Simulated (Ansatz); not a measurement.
Rows from a G0W0 calculation on WS2 (2H monolayer) (Ansatz 0.2.0; G0W0 on PBE, plane waves, PAW; 9×9×1 mesh, 339 empty bands, screening to 70 eV), in eV. Spin-orbit coupling is left out.

| row | Σx | Σc | Vxc | Z |
| --- | --- | --- | --- | --- |
| A | -15.85 | -3.41 | -19.92 | 0.75 |
| B | -12.14 | -4.17 | -17.02 | 0.74 |
| C | -18.83 | 0.50 | -18.16 | 0.74 |
| D | -19.87 | 2.83 | -16.64 | 0.71 |

Question: Which rows are filled states and which are empty ones, and how can one tell?

Filled: C and D. Empty: A and B. The sign of Σc tells: for a filled state bare exchange, which holds its interaction with itself, lies below Vxc (Σx − Vxc is -0.7 eV or lower here) and screening gives part back as a positive Σc. For an empty state Σx lies above Vxc (+4.1 eV or more) and the Coulomb hole leaves Σc negative.

[Runs of the session that timed out or met a known fault of the program may be left out.]

[Cells called generated may have been cut or substituted from an entry of the Crystallography Open Database or the Materials Project.]

[Hosts, paths, dates, database ids (printed as entryN), source tags and the programs' standing remarks are cut or masked in the printed files.]
